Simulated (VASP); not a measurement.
Input of a VASP 6.6.1 run:

The input INCAR:

```
SYSTEM = CaF2
PREC = Accurate
ENCUT = 600
EDIFF = 1E-7
ISMEAR = 0
SIGMA = 0.03
LREAL = .False.
LASPH = .True.
NELM = 80
ALGO = Normal
ISIF = 3
LWAVE = .False.
LCHARG = .False.
GGA = PE
IBRION = 2
NSW = 90
EDIFFG = -0.005
KPAR = 2
```

Contents of KPOINTS:

```
regular mesh
0
Gamma
  8 8 8
  0 0 0
```

POSCAR

```
CaF2                                    
1.0
    0.0000000000      2.7577576831      2.7577576831
    2.7577576831      0.0000000000      2.7577576831
    2.7577576831      2.7577576831     -0.0000000000
  Ca              F             
     1     2
Direct
     0.0000000000000000    1.0000000000000000    0.0000000000000000
     0.2500000000000000    0.2500000000000000    0.2500000000000000
     0.7500000000000000    0.7500000000000000    0.7500000000000000
```

Potentials or basis: VASP PAW PBE potentials, release 64 (Ca_sv, F).

Run with:

```console
$ cat potpaw_PBE.64/Ca_sv/POTCAR potpaw_PBE.64/F/POTCAR > POTCAR
$ mpirun -np 2 vasp_std > vasp.out
```

Task: What does it give for the space group after relaxing (to 0.05 Å)?

Result: Fm-3m (No. 225).

Task: What does it give for the relaxed cell?

Result: a = 3.899 Å, b = 3.899 Å, c = 3.899 Å, α = 60.00°, β = 60.00°, γ = 60.00°.

Task: Predict the band gap on the k mesh.

Result: 7.12 eV, indirect (least direct gap 7.37 eV).

Task: Estimate the relaxed volume.

Result: 13.97 Å³/atom.

Final structure:
```
CELL_PARAMETERS angstrom
0.00000 2.75666 2.75666
2.75666 0.00000 2.75666
2.75666 2.75666 0.00000
ATOMIC_POSITIONS crystal
Ca 0.00000 0.00000 0.00000
F 0.25000 0.25000 0.25000
F 0.75000 0.75000 0.75000
```

A k mesh can miss the band edges.
